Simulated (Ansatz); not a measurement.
A relaxation computed with Ansatz, from input to last step.

```yaml
crystal:
  lattice:
    - [0.0, 4.5578092813, 4.5578092813]
    - [4.5578092813, 0.0, 4.5578092813]
    - [4.5578092813, 4.5578092813, 0.0]
  atoms:
    - { symbol: Mg, position: [-0.0005360041, -0.0005360041, -0.0005360041] }
    - { symbol: Mg, position: [-0.0005360041, -0.0005360041, 0.5016080122] }
    - { symbol: Mg, position: [-0.0005360041, 0.5016080122, -0.0005360041] }
    - { symbol: Mg, position: [0.0014787835, 0.4995070722, 0.4995070722] }
    - { symbol: Mg, position: [0.5016080122, -0.0005360041, -0.0005360041] }
    - { symbol: Mg, position: [0.4995070722, 0.0014787835, 0.4995070722] }
    - { symbol: Mg, position: [0.4995070722, 0.4995070722, 0.0014787835] }
    - { symbol: Mg, position: [0.4995070722, 0.4995070722, 0.4995070722] }
    - { symbol: H, position: [0.125, 0.125, 0.125] }
basis:
  ecutwfc: 420
kpoints:
  mp_grid: { grid: [6, 6, 6] }
hamiltonian:
  xc: pbe
scf:
  occupations: { method: gaussian, width: 0.1 }
output:
  forces: true
  stress: true
  eigenvalues: true
relax:
  adjacent_minimum: "off"
  f_tol: 0.025
  max_steps: 70
  cell: { stress_tol: 0.12 }
```

```bash
ansatz run input.yaml --threads 2 --pin off --max-ram 5120MiB --backend cpu --events-out ev --progress --plain --runs-dir out
```

Level of theory: DFT PBE, scalar-relativistic, plane waves, PAW (Ansatz 0.2.0).

Of 4 frames 4 are shown, positions in Å and forces in eV/Å; the SCF threshold varies from step to step. Steps run on the plane waves of an earlier cell, with a Pulay correction in the pressure. The basis is chosen afresh for the last frame, the zero of the energies, and can be on the way; energy and pressure step there, also at an unchanged geometry.

```xyz
9
Lattice="0.0000 4.5578 4.5578 4.5578 0.0000 4.5578 4.5578 4.5578 0.0000" Properties=species:S:1:pos:R:3:forces:R:3 pbc="T T T" step=1 free_energy_over_end_meV_per_atom=0.69 pressure_GPa=-0.19
Mg   -0.0049   -0.0049   -0.0049   -0.0520   -0.0520   -0.0520
Mg    2.2838    2.2838   -0.0049    0.0520    0.0520   -0.0520
Mg    2.2838   -0.0049    2.2838    0.0520   -0.0520    0.0520
Mg    4.5533    2.2834    2.2834    0.0490   -0.0490   -0.0490
Mg   -0.0049    2.2838    2.2838   -0.0520    0.0520    0.0520
Mg    2.2834    4.5533    2.2834   -0.0490    0.0490   -0.0490
Mg    2.2834    2.2834    4.5533   -0.0490   -0.0490    0.0490
Mg    4.5533    4.5533    4.5533    0.0490    0.0490    0.0490
H     1.1395    1.1395    1.1395    0.0000    0.0000    0.0000
9
Lattice="0.0000 4.5421 4.5421 4.5421 0.0000 4.5421 4.5421 4.5421 0.0000" Properties=species:S:1:pos:R:3:forces:R:3 pbc="T T T" step=2 free_energy_over_end_meV_per_atom=0.56 pressure_GPa=0.12
Mg   -0.0238   -0.0238   -0.0238    0.0760    0.0760    0.0760
Mg    2.2948    2.2948   -0.0238   -0.0760   -0.0760    0.0760
Mg    2.2948   -0.0238    2.2948   -0.0760    0.0760   -0.0760
Mg    4.5479    2.2652    2.2652   -0.0020    0.0020    0.0020
Mg   -0.0238    2.2948    2.2948    0.0760   -0.0760   -0.0760
Mg    2.2652    4.5479    2.2652    0.0020   -0.0020    0.0020
Mg    2.2652    2.2652    4.5479    0.0020    0.0020   -0.0020
Mg    4.5479    4.5479    4.5479   -0.0020   -0.0020   -0.0020
H     1.1355    1.1355    1.1355    0.0000    0.0000    0.0000
9
Lattice="0.0000 4.5495 4.5495 4.5495 0.0000 4.5495 4.5495 4.5495 0.0000" Properties=species:S:1:pos:R:3:forces:R:3 pbc="T T T" step=3 free_energy_over_end_meV_per_atom=-0.01 pressure_GPa=-0.03
Mg   -0.0135   -0.0135   -0.0135    0.0050    0.0050    0.0050
Mg    2.2882    2.2882   -0.0135   -0.0050   -0.0050    0.0050
Mg    2.2882   -0.0135    2.2882   -0.0050    0.0050   -0.0050
Mg    4.5534    2.2708    2.2708    0.0100   -0.0100   -0.0100
Mg   -0.0135    2.2882    2.2882    0.0050   -0.0050   -0.0050
Mg    2.2708    4.5534    2.2708   -0.0100    0.0100   -0.0100
Mg    2.2708    2.2708    4.5534   -0.0100   -0.0100    0.0100
Mg    4.5534    4.5534    4.5534    0.0100    0.0100    0.0100
H     1.1374    1.1374    1.1374    0.0000    0.0000    0.0000
9
Lattice="0.0000 4.5495 4.5495 4.5495 0.0000 4.5495 4.5495 4.5495 0.0000" Properties=species:S:1:pos:R:3:forces:R:3 pbc="T T T" step=4 free_energy_over_end_meV_per_atom=0.00 pressure_GPa=-0.03
Mg   -0.0135   -0.0135   -0.0135    0.0050    0.0050    0.0050
Mg    2.2882    2.2882   -0.0135   -0.0050   -0.0050    0.0050
Mg    2.2882   -0.0135    2.2882   -0.0050    0.0050   -0.0050
Mg    4.5534    2.2708    2.2708    0.0100   -0.0100   -0.0100
Mg   -0.0135    2.2882    2.2882    0.0050   -0.0050   -0.0050
Mg    2.2708    4.5534    2.2708   -0.0100    0.0100   -0.0100
Mg    2.2708    2.2708    4.5534   -0.0100   -0.0100    0.0100
Mg    4.5534    4.5534    4.5534    0.0100    0.0100    0.0100
H     1.1374    1.1374    1.1374    0.0000    0.0000    0.0000
```

The run took 19 s on 2 threads of Arm Neoverse V2 (shared host), peak memory 0.45 GiB.